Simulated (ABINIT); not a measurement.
# W (Im-3m) in ABINIT: a series of runs, part 2 of 2

ABINIT 10.8.3 (patched build). Earlier steps stand in the parts before.

## Step 3: Equation of state, LDA

The input, run.abi:

```
# Datasets: one volume each
ndtset 7
getwfk -1
scalecart1 3*0.9795861087
scalecart2 3*0.9864848297
scalecart3 3*0.9932883884
scalecart4 3*1.0000000000
scalecart5 3*1.0066227096
scalecart6 3*1.0131594038
scalecart7 3*1.0196128224

# Pseudopotentials
pp_dirpath "./"
pseudos "W.LDA_PW-JTH.xml"

# Structure
acell 5.1791760466 5.1791760466 5.1791760466
rprim
    -0.5773502692     0.5773502692     0.5773502692
     0.5773502692    -0.5773502692     0.5773502692
     0.5773502692     0.5773502692    -0.5773502692
ntypat 1
znucl 74
natom 1
typat 1
xred
     0.0000000000     0.0000000000     0.0000000000

# Plane-wave basis
ecut 272.113862 eV
pawecutdg 20.0

# k points
kptopt 1
ngkpt 12 12 12
nshiftk 1
shiftk 0.0 0.0 0.0

# Exchange and correlation
ixc 7

# Bands and occupations
nband 11
occopt 3
tsmear 0.00183747

# SCF cycle
nstep 100
tolvrs 1.0e-9

# Output
iomode 3
prtwf 1
prtden 0
prteig 0
prtebands 0
```

Potentials or basis: JTH PAW LDA v2.0.

Command:

```bash
abinit run.abi > log 2>&1
```

run.abo:

```text
.Version 10.8.3 of ABINIT
 DATASET    1 : space group Im -3 m (#229); Bravais cI (body-center cubic)
================================================================================
 Values of the parameters that define the memory need for DATASET  1.
     intxc =       0    ionmov =       0      iscf =      17    lmnmax =      18
     lnmax =       6     mgfft =      16  mpssoang =       3    mqgrid =    3001
     natom =       1  nloc_mem =       2    nspden =       1   nspinor =       1
    nsppol =       1      nsym =      48    n1xccc =       1    ntypat =       1
    occopt =       3   xclevel =       1
       mpw =         160          nfft =        4096          nkpt =          72
 PAW method is used; the additional fine FFT grid is defined by:
   mgfftf=        24    nfftf =     13824
================================================================================
================================================================================
[... 71 lines left out ...]
 DATASET    7 : space group Im -3 m (#229); Bravais cI (body-center cubic)
================================================================================
 Values of the parameters that define the memory need for DATASET  7.
     intxc =       0    ionmov =       0      iscf =      17    lmnmax =      18
     lnmax =       6     mgfft =      16  mpssoang =       3    mqgrid =    3001
     natom =       1  nloc_mem =       2    nspden =       1   nspinor =       1
    nsppol =       1      nsym =      48    n1xccc =       1    ntypat =       1
    occopt =       3   xclevel =       1
       mpw =         180          nfft =        4096          nkpt =          72
 PAW method is used; the additional fine FFT grid is defined by:
   mgfftf=        24    nfftf =     13824
================================================================================
================================================================================

--------------------------------------------------------------------------------
------------- Echo of variables that govern the present computation ------------
--------------------------------------------------------------------------------
 -outvars: echo values of preprocessed input variables --------
            acell      5.1791760466E+00  5.1791760466E+00  5.1791760466E+00 Bohr
              amu      1.83850000E+02
             ecut      9.99999998E+00 Hartree
           getwfk          -1
                       outvar_i_n : Printing only first  50 k-points.
              ixc           7
           jdtset        1    2    3    4    5    6    7
                       outvar_i_n : Printing only first  50 k-points.
         kptrlatt       12    0    0      0   12    0      0    0   12
          kptrlen1     6.08813869E+01
          kptrlen2     6.13101432E+01
          kptrlen3     6.17329851E+01
          kptrlen4     6.21501126E+01
          kptrlen5     6.25617147E+01
          kptrlen6     6.29679710E+01
          kptrlen7     6.33690517E+01
            natom           1
            nband          11
           ndtset           7
            ngfft          16      16      16
          ngfftdg          24      24      24
             nkpt          72
            nstep         100
             nsym          48
           ntypat           1
                       prtocc : prtvol=0, do not print more k-points.
           occopt           3
        pawecutdg      2.00000000E+01 Hartree
           prtden           0
        prtebands           0
           prteig           0
            rprim1    -5.6556430356E-01  5.6556430356E-01  5.6556430356E-01
                       5.6556430356E-01 -5.6556430356E-01  5.6556430356E-01
                       5.6556430356E-01  5.6556430356E-01 -5.6556430356E-01
            rprim2    -5.6954728199E-01  5.6954728199E-01  5.6954728199E-01
                       5.6954728199E-01 -5.6954728199E-01  5.6954728199E-01
                       5.6954728199E-01  5.6954728199E-01 -5.6954728199E-01
            rprim3    -5.7347531844E-01  5.7347531844E-01  5.7347531844E-01
                       5.7347531844E-01 -5.7347531844E-01  5.7347531844E-01
                       5.7347531844E-01  5.7347531844E-01 -5.7347531844E-01
            rprim4    -5.7735026920E-01  5.7735026920E-01  5.7735026920E-01
                       5.7735026920E-01 -5.7735026920E-01  5.7735026920E-01
                       5.7735026920E-01  5.7735026920E-01 -5.7735026920E-01
            rprim5    -5.8117389237E-01  5.8117389237E-01  5.8117389237E-01
                       5.8117389237E-01 -5.8117389237E-01  5.8117389237E-01
                       5.8117389237E-01  5.8117389237E-01 -5.8117389237E-01
            rprim6    -5.8494785453E-01  5.8494785453E-01  5.8494785453E-01
                       5.8494785453E-01 -5.8494785453E-01  5.8494785453E-01
                       5.8494785453E-01  5.8494785453E-01 -5.8494785453E-01
            rprim7    -5.8867373749E-01  5.8867373749E-01  5.8867373749E-01
                       5.8867373749E-01 -5.8867373749E-01  5.8867373749E-01
                       5.8867373749E-01  5.8867373749E-01 -5.8867373749E-01
          spgroup         229
           tolvrs      1.00000000E-09
           tsmear      1.83747000E-03 Hartree
            typat      1
           useylm           1
                       outvars : Printing only first  50 k-points.
            znucl       74.00000

================================================================================

 chkinp: Checking input parameters for consistency, jdtset=   1.

 chkinp: Checking input parameters for consistency, jdtset=   2.
[... 49 lines left out ...]
 getcut : COMMENT -
  Note that boxcut > 2.2 ; recall that boxcut=Gcut(box)/Gcut(sphere) = 2
  is sufficient for exact treatment of convolution.
  Such a large boxcut is a waste : you could raise ecut
  e.g. ecut=   27.607410 Hartrees makes boxcut=2

--- Pseudopotential description ------------------------------------------------
- pspini: atom type   1  psp file is ./W.LDA_PW-JTH.xml
 Pseudopotential format is: paw10
 basis_size (lnmax)=  6 (lmn_size= 18), orbitals=   0   0   1   1   2   2
 Spheres core radius: rc_sph= 2.41188978
 Shapefunction is BESSEL type: shapef(r,l)=aa(1,l)*jl(q(1,l)*r)+aa(2,l)*jl(q(2,l)*r)
 Radius for shape functions =  2.10354610
 Compensation charge density is not taken into account in XC energy/potential

   6.47990102E+02                                ecore*ucvol(ha*bohr**3)
--------------------------------------------------------------------------------

================================================================================

--- !BeginCycle
iteration_state: {dtset: 1, }
solver: {iscf: 17, nstep: 100, nline: 4, wfoptalg: 10, }
tolerances: {tolvrs: 1.00E-09, }
...
[... 1213 lines left out ...]
-Cartesian components of stress tensor (GPa)         [Pressure= -2.7858E+01 GPa]
- sigma(1 1)=  2.78577025E+01  sigma(3 2)=  0.00000000E+00
- sigma(2 2)=  2.78577025E+01  sigma(3 1)=  0.00000000E+00
- sigma(3 3)=  2.78577025E+01  sigma(2 1)=  0.00000000E+00

== END DATASET(S) ==============================================================
================================================================================

 -outvars: echo values of variables after computation  --------
            acell      5.1791760466E+00  5.1791760466E+00  5.1791760466E+00 Bohr
           etotal1    -6.9329049480E+01
           etotal2    -6.9329647623E+01
           etotal3    -6.9329689309E+01
           etotal4    -6.9329233674E+01
           etotal5    -6.9328368718E+01
           etotal6    -6.9327141702E+01
           etotal7    -6.9325511277E+01
            fcart1    -0.0000000000E+00 -0.0000000000E+00 -0.0000000000E+00
            fcart2    -0.0000000000E+00 -0.0000000000E+00 -0.0000000000E+00
            fcart3    -0.0000000000E+00 -0.0000000000E+00 -0.0000000000E+00
            fcart4    -0.0000000000E+00 -0.0000000000E+00 -0.0000000000E+00
            fcart5    -0.0000000000E+00 -0.0000000000E+00 -0.0000000000E+00
            fcart6    -0.0000000000E+00 -0.0000000000E+00 -0.0000000000E+00
            fcart7    -0.0000000000E+00 -0.0000000000E+00 -0.0000000000E+00
            rprim1    -5.6556430356E-01  5.6556430356E-01  5.6556430356E-01
                       5.6556430356E-01 -5.6556430356E-01  5.6556430356E-01
                       5.6556430356E-01  5.6556430356E-01 -5.6556430356E-01
[... 17 lines left out ...]
                       5.8867373749E-01  5.8867373749E-01 -5.8867373749E-01
           strten1    -2.5161574919E-04 -2.5161574919E-04 -2.5161574919E-04
                       0.0000000000E+00  0.0000000000E+00  0.0000000000E+00
           strten2     7.4314700590E-07  7.4314700590E-07  7.4314700593E-07
                       0.0000000000E+00  0.0000000000E+00  0.0000000000E+00
           strten3     2.2985755359E-04  2.2985755359E-04  2.2985755359E-04
                       0.0000000000E+00  0.0000000000E+00  0.0000000000E+00
           strten4     4.3855196243E-04  4.3855196243E-04  4.3855196243E-04
                       0.0000000000E+00  0.0000000000E+00  0.0000000000E+00
           strten5     6.2519587032E-04  6.2519587032E-04  6.2519587032E-04
                       0.0000000000E+00  0.0000000000E+00  0.0000000000E+00
           strten6     7.9392151511E-04  7.9392151511E-04  7.9392151511E-04
                       0.0000000000E+00  0.0000000000E+00  0.0000000000E+00
           strten7     9.4686406291E-04  9.4686406291E-04  9.4686406291E-04
                       0.0000000000E+00  0.0000000000E+00  0.0000000000E+00
 Calculation completed.
```

Wall time 19 s (1 thread of Arm Neoverse V1, shared host); peak memory 0.11 GiB.

What came out:

- Equilibrium volume: 15.40 Å³/atom
- Bulk modulus: 338 GPa
- Pressure derivative of the bulk modulus: 4.5 (rough: it moves with the points fitted)

Energy against volume, from the lowest point:
```
volume (Å³/atom)  energy (meV/atom)
          14.897              17.41
          15.214               1.13
          15.531               0.00
          15.848              12.40
          16.165              35.94
          16.482              69.32
          16.798             113.69
```

Caveat: the cutoff is too short for stress, so the log's stress isn't used; pressures at fixed basis lie under the slope of the energies. LDA usually gives volumes a few per cent too small.

## Step 4: Equation of state, PBE

The input, run.abi:

```
# Datasets: one volume each
ndtset 7
getwfk -1
scalecart1 3*0.9795861087
scalecart2 3*0.9864848297
scalecart3 3*0.9932883884
scalecart4 3*1.0000000000
scalecart5 3*1.0066227096
scalecart6 3*1.0131594038
scalecart7 3*1.0196128224

# Pseudopotentials
pp_dirpath "./"
pseudos "W.GGA_PBE-JTH.xml"

# Structure
acell 3*1.0
rprim
    -2.9901986847     2.9901986847     2.9901986847
     2.9901986847    -2.9901986847     2.9901986847
     2.9901986847     2.9901986847    -2.9901986847
ntypat 1
znucl 74
natom 1
typat 1
xred
     0.0000000000     0.0000000000     0.0000000000

# Plane-wave basis
ecut 21.0
pawecutdg 42.0

# k points
kptopt 1
ngkpt 12 12 12
nshiftk 1
shiftk 0.0 0.0 0.0

# Exchange and correlation
ixc 11

# Bands and occupations
nband 11
occopt 3
tsmear 0.05 eV

# SCF cycle
nstep 100
tolvrs 1.0e-9

# Output
iomode 3
prtwf 1
prtden 0
prteig 0
prtebands 0
enunit 2
```

Potentials or basis: JTH PAW PBE v2.0.

Command:

```bash
abinit run.abi > log 2>&1
```

Wall time 64 s (1 thread of Arm Neoverse V1, shared host); peak memory 0.14 GiB.

It converged, with:

```
Equilibrium volume                      : 16.17 Å³/atom
Bulk modulus                            : 303 GPa
Pressure derivative of the bulk modulus : 3.8
```

Energy against volume, from the lowest point:
```tsv
volume (Å³/atom)	energy (meV/atom)
14.897	108.63
15.214	59.38
15.531	25.80
15.848	6.41
16.165	0.00
16.482	5.43
16.798	21.54
```

Caveat: pressures at fixed basis lie under the slope of the energies.

## Step 5: Summary

```csv
task,level,potentials or basis,cutoff (eV),fine-grid cutoff,V0 of scaled cells (Å³/atom),B0 (GPa)
band structure,LDA-PZ,JTH PAW LDA v2.0,408,816.342 eV,-,-
equation of state,LDA,JTH PAW LDA v2.0,272,544.228 eV,15.40,338
equation of state,PBE,JTH PAW PBE v2.0,571,1142.88 eV,16.17,303
```

Alike in all rows: no spin polarisation; cell as given; k mesh 12 × 12 × 12; smearing fermi-dirac 0.05 eV.

Caveats: pressures at fixed basis lie under the slope of the energies (some runs).

Absolute energies hang on the potentials; compare differences alone.
